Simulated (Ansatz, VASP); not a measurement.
# BN in VASP and in Ansatz

```
B N
1.0
     2.50399    0.00000    0.00000
    -1.25200    2.16852    0.00000
     0.00000    0.00000    6.72781
B N
2 2
Direct
  0.33333 0.66667 0.25000
  0.66667 0.33333 0.75000
  0.33333 0.66667 0.75000
  0.66667 0.33333 0.25000
```

Change from the starting cell: zz strain of +1 %, crystal datasets.

Alike in both runs: task electric field gradients; functional PBE; k mesh 11 × 11 × 4; occupations fermi-dirac, width 0.02 eV; no spin polarisation.

|  | VASP | Ansatz |
| --- | --- | --- |
| version | VASP 6.6.1 | Ansatz 0.2.0 |
| potentials or method | VASP PAW PBE potentials, release 64 (B, N), cutoff 520 eV | all-electron PAW with datasets made for the crystal, scalar-relativistic |

|  | VASP | Ansatz | Ansatz less VASP |
| --- | --- | --- | --- |
| gap on the k mesh at the Fermi level (eV) | 4.35 | 4.35 | 0.000 |
| pressure (GPa) | 3.3 | 3.2 | -0.10 |
| largest component of the traceless stress (GPa) | 0.87 | 0.61 | -0.259 |
| Vzz of the field gradient on the site that differs most (V/Å²) | 35.1 | 29.0 | -6.09 |

Ansatz ran all-electron here, so the differences hold the error of VASP's frozen core and of both bases.

Caveats: an odd mesh through Γ misses points on the zone boundary, where band edges often lie; this functional lacks dispersion, which binds the layers, so the pressure and a relaxed spacing across them are unreliable.
